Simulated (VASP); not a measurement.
# HgTe (zincblende): a PBE with spin–orbit coupling single-point calculation in VASP

INCAR

```
LREAL = .FALSE.
IBRION = -1
ISIF = 2
ISMEAR = -1
NSW = 0
MAGMOM = 0.0 0.0 0.0 0.0 0.0 0.0
PREC = Accurate
SIGMA = 0.02
LCHARG = .FALSE.
ENCUT = 520
LASPH = .TRUE.
GGA_COMPAT = .FALSE.
NELM = 120
NBANDS = 29
LSORBIT = .TRUE.
LWAVE = .FALSE.
EDIFF = 1E-7
GGA = PE
```

KPOINTS

```
KPOINTS created by Atomic Simulation Environment
0
Gamma
6 6 6
0 0 0
```

KPOINTS_OPT

```
special points
6
Reciprocal
0.0000000000 0.0000000000 0.0000000000 1
0.5000000000 0.0000000000 0.5000000000 1
0.5000000000 0.2500000000 0.7500000000 1
0.3750000000 0.3750000000 0.7500000000 1
0.5000000000 0.5000000000 0.5000000000 1
0.6250000000 0.2500000000 0.6250000000 1
```

POSCAR

```
Hg Te
 1.0000000000000000
     0.0000000000000000    3.2891578873062031    3.2891578873062031
     3.2891578873062031    0.0000000000000000    3.2891578873062031
     3.2891578873062031    3.2891578873062031    0.0000000000000000
 Hg  Te
   1   1
Cartesian
  0.0000000000000000  0.0000000000000000  0.0000000000000000
  1.6445789436531015  1.6445789436531015  1.6445789436531015
```

VASP ran with the recommended PBE PAW datasets (18 valence electrons in the cell).

Command

```
mpirun -np 1 vasp_ncl
```

OSZICAR

```
N       E                     dE             d eps       ncg     rms          rms(c)
DAV:   1     0.116768181744E+03    0.11677E+03   -0.77790E+03  1276   0.107E+03
DAV:   2     0.151197984367E+01   -0.11526E+03   -0.10977E+03  1376   0.261E+02
DAV:   3    -0.415759892037E+01   -0.56696E+01   -0.56194E+01  1474   0.574E+01
DAV:   4    -0.423139299386E+01   -0.73794E-01   -0.73669E-01  1577   0.597E+00
DAV:   5    -0.423221135659E+01   -0.81836E-03   -0.81834E-03  1464   0.644E-01    0.859E+00
DAV:   6    -0.403162796076E+01    0.20058E+00   -0.40175E-01  1389   0.933E+00    0.648E+00
DAV:   7    -0.402824011964E+01    0.33878E-02   -0.13209E-01  1436   0.253E+00    0.303E+00
DAV:   8    -0.402747532121E+01    0.76480E-03   -0.88996E-03  1426   0.107E+00    0.115E+00
DAV:   9    -0.402739106317E+01    0.84258E-04   -0.79974E-04  1462   0.264E-01    0.332E-01
DAV:  10    -0.402746782387E+01   -0.76761E-04   -0.42598E-04  1426   0.255E-01    0.731E-02
DAV:  11    -0.402747360561E+01   -0.57817E-05   -0.37910E-05  1467   0.815E-02    0.258E-02
DAV:  12    -0.402748204385E+01   -0.84382E-05   -0.25123E-05  1487   0.483E-02    0.235E-02
DAV:  13    -0.402748187013E+01    0.17373E-06   -0.22375E-06  1439   0.148E-02    0.183E-02
DAV:  14    -0.402748155084E+01    0.31929E-06   -0.35659E-06  1404   0.206E-02    0.615E-03
DAV:  15    -0.402748144753E+01    0.10331E-06   -0.92951E-07  1401   0.955E-03    0.608E-03
DAV:  16    -0.402748152626E+01   -0.78731E-07   -0.67824E-08  1242   0.164E-03
   1 F= -.40274815E+01 E0= -.40273531E+01  d E =-.256870E-03  mag=     0.0000    -0.0000     0.0000
       N       E                     dE             ncg
DAV:   1     0.480324042569E+03   -0.21370E+04      348
DAV:   2    -0.201009834772E+03   -0.68133E+03      383
DAV:   3    -0.233602444100E+03   -0.32593E+02      419
DAV:   4    -0.234115590580E+03   -0.51315E+00      421
DAV:   5    -0.234120234976E+03   -0.46444E-02      432
DAV:   6    -0.234120360039E+03   -0.12506E-03      444
DAV:   7    -0.234120363296E+03   -0.32563E-05      432
DAV:   8    -0.234120363423E+03   -0.12706E-06      359
DAV:   9    -0.234120363426E+03   -0.36750E-08      280
```

From OUTCAR

```
k-points           NKPTS =     22   k-points in BZ     NKDIM =     22   number of bands    NBANDS=     29

   NELECT =      18.0000    total number of electrons

   dimension x,y,z NGX =    36 NGY =   36 NGZ =   36
   dimension x,y,z NGXF=    72 NGYF=   72 NGZF=   72

  energy-cutoff  :      520.00
  volume of cell :       71.17
      direct lattice vectors                 reciprocal lattice vectors
     0.000000000  3.289157887  3.289157887    -0.152014594  0.152014594  0.152014594
     3.289157887  0.000000000  3.289157887     0.152014594 -0.152014594  0.152014594
     3.289157887  3.289157887  0.000000000     0.152014594  0.152014594 -0.152014594

 k-points in reciprocal lattice and weights: KPOINTS created by Atomic Simulation Env
   0.00000000  0.00000000  0.00000000       0.005
   0.16666667  0.00000000  0.00000000       0.019
  -0.16666667  0.00000000  0.00000000       0.019
   0.33333333  0.00000000  0.00000000       0.019
  -0.33333333  0.00000000  0.00000000       0.019
   0.50000000  0.00000000  0.00000000       0.019
   0.16666667  0.16666667  0.00000000       0.028
   0.33333333  0.16666667  0.00000000       0.056
   ...

 E-fermi :   2.8084

 k-point     1 :       0.0000    0.0000    0.0000
  band No.  band energies     occupation
      1      -9.0645      1.00000
      2      -9.0645      1.00000
      3      -5.3659      1.00000
      4      -5.3659      1.00000
      5      -5.3659      1.00000
      6      -5.3659      1.00000
      7      -3.9527      1.00000
      8      -3.9527      1.00000
      9      -3.5226      1.00000
     10      -3.5226      1.00000
     11      -3.5226      1.00000
     12      -3.5226      1.00000
     13       1.7108      1.00000
     14       1.7108      1.00000
     15       2.0677      1.00000
     16       2.0677      1.00000
     17       2.8084      0.50003
     18       2.8084      0.50003
     19       2.8084      0.50003
     20       2.8084      0.50003
     21       6.1045      0.00000
     22       6.1045      0.00000
     23       7.2030      0.00000
     24       7.2030      0.00000
     25       7.2030      0.00000
     26       7.2030      0.00000
     27       9.0622      0.00000
     28       9.0622      0.00000
     29      12.0345      0.00000

 k-point     2 :       0.1667    0.0000    0.0000
  band No.  band energies     occupation
      1      -8.9475      1.00000
      2      -8.9475      1.00000
      3      -5.3784      1.00000
      4      -5.3399      1.00000
      5      -5.3147      1.00000
      6      -5.3147      1.00000
      7      -3.9124      1.00000
      8      -3.9124      1.00000
      9      -3.5367      1.00000
     10      -3.5367      1.00000
     11      -3.5313      1.00000
     12      -3.4571      1.00000
     13       0.2480      1.00000
     14       0.2480      1.00000
     15       2.0179      1.00000
     16       2.0179      1.00000
     17       2.5090      1.00000
     18       2.5878      0.99998
     19       3.3168      0.00000
     20       3.3168      0.00000
     21       6.5369      0.00000
     22       6.5369      0.00000
     23       7.1634      0.00000
     24       7.1634      0.00000
     25       7.5358      0.00000
     26       7.5396      0.00000
     27      10.3271      0.00000
     28      10.3271      0.00000
     29      11.0785      0.00000

 k-point     3 :      -0.1667    0.0000    0.0000
  band No.  band energies     occupation
      1      -8.9475      1.00000
      2      -8.9475      1.00000
      3      -5.3784      1.00000
      4      -5.3399      1.00000
      5      -5.3147      1.00000
      6      -5.3147      1.00000
      7      -3.9124      1.00000
      8      -3.9124      1.00000
      9      -3.5367      1.00000
     10      -3.5367      1.00000
     11      -3.5313      1.00000
     12      -3.4571      1.00000
     13       0.2480      1.00000
     14       0.2480      1.00000
     15       2.0179      1.00000
     16       2.0179      1.00000
     17       2.5090      1.00000
     18       2.5878      0.99998
     19       3.3168      0.00000
     20       3.3168      0.00000
     21       6.5369      0.00000
     22       6.5369      0.00000
     23       7.1634      0.00000
     24       7.1634      0.00000
     25       7.5358      0.00000
     26       7.5396      0.00000
     27      10.3271      0.00000
     28      10.3271      0.00000
     29      11.0821      0.00000

 k-point     4 :       0.3333    0.0000    0.0000
  band No.  band energies     occupation
      1      -8.6988      1.00000
      2      -8.6988      1.00000
      3      -5.3672      1.00000
      4      -5.3286      1.00000
      5      -5.1540      1.00000
      6      -5.1540      1.00000
      7      -3.8068      1.00000
      8      -3.8068      1.00000
      9      -3.4896      1.00000
     10      -3.4896      1.00000
     11      -3.4692      1.00000
     12      -3.3925      1.00000
     13      -1.5295      1.00000
     14      -1.5295      1.00000
     15       1.5931      1.00000
     16       1.5931      1.00000
     17       2.0706      1.00000
     18       2.1450      1.00000
     19       3.3301      0.00000
     20       3.3301      0.00000
     21       7.2523      0.00000
     22       7.2523      0.00000
     23       7.8410      0.00000
     24       7.8418      0.00000
     25       8.3377      0.00000
     26       8.3377      0.00000
     27      10.2106      0.00000
     28      10.2106      0.00000
     29      11.3394      0.00000

 k-point     5 :      -0.3333    0.0000    0.0000
  band No.  band energies     occupation
      1      -8.6988      1.00000
      2      -8.6988      1.00000
      3      -5.3672      1.00000
      4      -5.3286      1.00000
      5      -5.1540      1.00000
      6      -5.1540      1.00000
      7      -3.8068      1.00000
      8      -3.8068      1.00000
      9      -3.4896      1.00000
     10      -3.4896      1.00000
     11      -3.4692      1.00000
     12      -3.3925      1.00000
     13      -1.5295      1.00000
     14      -1.5295      1.00000
     15       1.5931      1.00000
     16       1.5931      1.00000
     17       2.0706      1.00000
     18       2.1450      1.00000
     19       3.3301      0.00000
     20       3.3301      0.00000
     21       7.2523      0.00000
     22       7.2523      0.00000
     23       7.8410      0.00000
     24       7.8418      0.00000
     25       8.3377      0.00000
     26       8.3377      0.00000
     27      10.2106      0.00000
     28      10.2106      0.00000
     29      11.3394      0.00000

 k-point     6 :       0.5000    0.0000    0.0000
  band No.  band energies     occupation
      1      -8.5669      1.00000
      2      -8.5669      1.00000
      3      -5.3433      1.00000
      4      -5.3433      1.00000
      5      -5.0235      1.00000
      6      -5.0235      1.00000
      7      -3.7685      1.00000
      8      -3.7685      1.00000
      9      -3.3957      1.00000
     10      -3.3957      1.00000
     11      -3.1753      1.00000
     12      -3.1753      1.00000
     13      -2.5973      1.00000
     14      -2.5973      1.00000
     15       1.4013      1.00000
     16       1.4013      1.00000
     17       1.9126      1.00000
     18       1.9126      1.00000
     19       3.2427      0.00000
     20       3.2427      0.00000
     21       7.3632      0.00000
     22       7.3632      0.00000
     23       7.8264      0.00000
     24       7.8264      0.00000
     25       9.4145      0.00000
     26       9.4145      0.00000
     27      10.3555      0.00000
     28      10.3555      0.00000
     29      12.2845      0.00000

 k-point     7 :       0.1667    0.1667    0.0000
  band No.  band energies     occupation
      1      -8.9081      1.00000
      2      -8.9081      1.00000
      3      -5.3518      1.00000
      4      -5.3518      1.00000
      5      -5.3034      1.00000
      6      -5.3034      1.00000
      7      -3.9025      1.00000
      8      -3.9025      1.00000
      9      -3.5506      1.00000
     10      -3.5506      1.00000
     11      -3.4730      1.00000
     12      -3.4730      1.00000
     13       0.1630      1.00000
     14       0.1630      1.00000
     15       1.7101      1.00000
     16       1.7101      1.00000
     17       2.0405      1.00000
     18       2.0405      1.00000
     19       4.0157      0.00000
     20       4.0157      0.00000
     21       5.8632      0.00000
     22       5.8632      0.00000
     23       7.5712      0.00000
     24       7.5712      0.00000
     25       8.0541      0.00000
     26       8.0541      0.00000
     27       9.8430      0.00000
     28       9.8430      0.00000
     29      10.9856      0.00000

 ...

  Total        0.5018879      0.5018879      0.5018879      0.0000000     -0.0000000      0.0000000
  in kB       11.2988224     11.2988224     11.2988224      0.0000000     -0.0000000      0.0000000
  external PRESSURE =      11.2988224 kB  Pullay stress =       0.0000000 kB

 POSITION                                       TOTAL-FORCE (eV/Angst)
 -----------------------------------------------------------------------------------
      0.00000      0.00000      0.00000         0.000000      0.000000      0.000000
      1.64458      1.64458      1.64458        -0.000000     -0.000000     -0.000000
 -----------------------------------------------------------------------------------
    total drift:                                0.000000      0.000000      0.000000

  FREE ENERGIE OF THE ION-ELECTRON SYSTEM (eV)
  ---------------------------------------------------
  free  energy   TOTEN  =        -4.0274815263 eV

  energy  without entropy=       -4.0272246567  energy(sigma->0) =       -4.02735309
```

| Item | Value |
| --- | --- |
| gap between bands v and c | 0.00 eV |
| least direct gap | 0.00 eV |

Band v is the last that the valence electrons fill when counted band by band, and c is the next.

The run took about 3.7 min on one core of a shared host (Intel Xeon Platinum 8488C) and held 0.42 GiB at most.
